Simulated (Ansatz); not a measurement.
A run of Ansatz 0.2.0:

Contents of run.py:

```python
import json

import ase.io
import numpy as np
import spglib

import ansatz as az

atoms = ase.io.read("Fe.cif")
cell, frac, numbers = spglib.find_primitive((atoms.cell[:], atoms.get_scaled_positions(), atoms.numbers), symprec=1e-5)
atoms = ase.Atoms(numbers, cell=cell, scaled_positions=frac, pbc=True)

calculation = (
    az.Crystal.from_ase(atoms)
    .calculation()
    .kpoints(13, 13, 13)
    .functional("pbesol")
    .pseudopotentials(kind="paw")
    .spin("collinear")
    .scf(extra_bands=6)
    .occupations(method="gaussian", width=0.1)
    .band_structure(path=(((0.0, 0.0, 0.0), (0.5, -0.5, 0.5), (0.0, 0.0, 0.5), (0.0, 0.0, 0.0), (0.25, 0.25,
        0.25), (0.5, -0.5, 0.5)), ((0.25, 0.25, 0.25), (0.0, 0.0, 0.5))), intervals=14)
    .forces()
    .stress()
    .band_table(publish=True)
)
outcome = calculation.run(threads=2, events_out="events.jsonl")

report = outcome.report
for line in open("events.jsonl"):
    event = json.loads(line)
    if event["event"] == "scf_iter":
        d = event["data"]
        print(f"SCF {d['iter']:3d}  HF = {d['harris_foulkes_ev']:.6f} eV  dr2 = {d['dr2_ev']:.2e} eV")
    elif event["event"] in ("relax_step", "md_step"):
        d = event["data"]
        print(f"{event['event']} {d['step']:3d}  E = {d['lagrangian_ev']:.6f} eV")
np.set_printoptions(precision=5, suppress=True, linewidth=110)
print("converged:", report["converged"], "after", report["n_iterations"], "iterations")
print(f"free energy {report['free_energy_ev']:.6f} eV, Fermi level {report['fermi_energy_ev']:.4f} eV")
for key in ("band_edges_ev", "magnetization_mub", "site_moments_mub", "site_moments_nc_mub", "forces_ev_ang",
                "stress_gpa"):
    if report.get(key) is not None:
        print(key, np.array(report[key]), sep="\n")
```

File Fe.cif:

```cif
data_Fe
_cell_length_a 2.88600000
_cell_length_b 2.88600000
_cell_length_c 2.88600000
_cell_angle_alpha 90.00000000
_cell_angle_beta 90.00000000
_cell_angle_gamma 90.00000000
_space_group_name_H-M_alt 'Im-3m'
_space_group_name_Hall '-I 4 2 3'
_space_group_IT_number 229
loop_
_space_group_symop_operation_xyz
'x,y,z'
'-x,-y,-z'
'-y,x,z'
'y,-x,-z'
'-x,-y,z'
'x,y,-z'
'y,-x,z'
'-y,x,-z'
'x,-y,-z'
'-x,y,z'
'-y,-x,-z'
'y,x,z'
'-x,y,-z'
'x,-y,z'
'y,x,-z'
'-y,-x,z'
'z,x,y'
'-z,-x,-y'
'z,-y,x'
'-z,y,-x'
'z,-x,-y'
'-z,x,y'
'z,y,-x'
'-z,-y,x'
'-z,x,-y'
'z,-x,y'
'-z,-y,-x'
'z,y,x'
'-z,-x,y'
'z,x,-y'
'-z,y,x'
'z,-y,-x'
'y,z,x'
'-y,-z,-x'
'x,z,-y'
'-x,-z,y'
'-y,z,-x'
'y,-z,x'
'-x,z,y'
'x,-z,-y'
'-y,-z,x'
'y,z,-x'
'-x,-z,-y'
'x,z,y'
'y,-z,-x'
'-y,z,x'
'x,-z,y'
'-x,z,-y'
'x+1/2,y+1/2,z+1/2'
'-x+1/2,-y+1/2,-z+1/2'
'-y+1/2,x+1/2,z+1/2'
'y+1/2,-x+1/2,-z+1/2'
'-x+1/2,-y+1/2,z+1/2'
'x+1/2,y+1/2,-z+1/2'
'y+1/2,-x+1/2,z+1/2'
'-y+1/2,x+1/2,-z+1/2'
'x+1/2,-y+1/2,-z+1/2'
'-x+1/2,y+1/2,z+1/2'
'-y+1/2,-x+1/2,-z+1/2'
'y+1/2,x+1/2,z+1/2'
'-x+1/2,y+1/2,-z+1/2'
'x+1/2,-y+1/2,z+1/2'
'y+1/2,x+1/2,-z+1/2'
'-y+1/2,-x+1/2,z+1/2'
'z+1/2,x+1/2,y+1/2'
'-z+1/2,-x+1/2,-y+1/2'
'z+1/2,-y+1/2,x+1/2'
'-z+1/2,y+1/2,-x+1/2'
'z+1/2,-x+1/2,-y+1/2'
'-z+1/2,x+1/2,y+1/2'
'z+1/2,y+1/2,-x+1/2'
'-z+1/2,-y+1/2,x+1/2'
'-z+1/2,x+1/2,-y+1/2'
'z+1/2,-x+1/2,y+1/2'
'-z+1/2,-y+1/2,-x+1/2'
'z+1/2,y+1/2,x+1/2'
'-z+1/2,-x+1/2,y+1/2'
'z+1/2,x+1/2,-y+1/2'
'-z+1/2,y+1/2,x+1/2'
'z+1/2,-y+1/2,-x+1/2'
'y+1/2,z+1/2,x+1/2'
'-y+1/2,-z+1/2,-x+1/2'
'x+1/2,z+1/2,-y+1/2'
'-x+1/2,-z+1/2,y+1/2'
'-y+1/2,z+1/2,-x+1/2'
'y+1/2,-z+1/2,x+1/2'
'-x+1/2,z+1/2,y+1/2'
'x+1/2,-z+1/2,-y+1/2'
'-y+1/2,-z+1/2,x+1/2'
'y+1/2,z+1/2,-x+1/2'
'-x+1/2,-z+1/2,-y+1/2'
'x+1/2,z+1/2,y+1/2'
'y+1/2,-z+1/2,-x+1/2'
'-y+1/2,z+1/2,x+1/2'
'x+1/2,-z+1/2,y+1/2'
'-x+1/2,z+1/2,-y+1/2'
loop_
_atom_site_label
_atom_site_type_symbol
_atom_site_symmetry_multiplicity
_atom_site_Wyckoff_symbol
_atom_site_fract_x
_atom_site_fract_y
_atom_site_fract_z
_atom_site_occupancy
Fe1 Fe 2 a 0.0000000000 0.0000000000 0.0000000000 1
```

Potentials or basis: Ansatz PAW.

Command:

```sh
$ python run.py
```

Hardware: 2 threads of Arm Neoverse V2 (shared host).

Q: How long does it take, and how much memory?

A: Run time: 2.6 s on 2 threads of Arm Neoverse V2 (shared host), peak memory 0.39 GiB. Counts: scf iterations 11, plane waves 225, k points 84, bands 14, engine runs 1.
